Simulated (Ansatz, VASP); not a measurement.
**One calculation of Hf, two programs**

```
CELL_PARAMETERS angstrom
-1.85915 1.85915 1.80500
1.85915 -1.85915 1.80500
1.85915 1.85915 -1.80500
ATOMIC_POSITIONS crystal
Hf 0.00000 0.00000 0.00000
```

Change from the starting cell: strain +0.030 along x and y, +0.000 along z, atoms carried along.

Alike in both runs: task single point; functional PBE; k mesh 18 × 18 × 18; occupations gaussian, width 0.15 eV; no spin polarisation.

```csv
,VASP,Ansatz
version,VASP 6.6.1,Ansatz 0.2.0
potentials or method,"VASP PAW PBE potentials, release 64 (Hf_pv)","scalar-relativistic, plane waves, PAW"
plane-wave cutoff (eV),520,420
valence electrons in the cell,10,26
```

|  | VASP | Ansatz | Ansatz less VASP |
| --- | --- | --- | --- |
| gap on the k mesh at the Fermi level (eV) | none | none | - |
| pressure (GPa) | -9.6 | -9.3 | +0.31 |
| largest component of the traceless stress (GPa) | 1.12 | 1.10 | -0.020 |

A gap of «none» marks a metal or a gap that the smearing closes. The two sets of potentials don't hold the same shells in valence.

Spin-orbit coupling is left out, which matters for the levels of Hf.
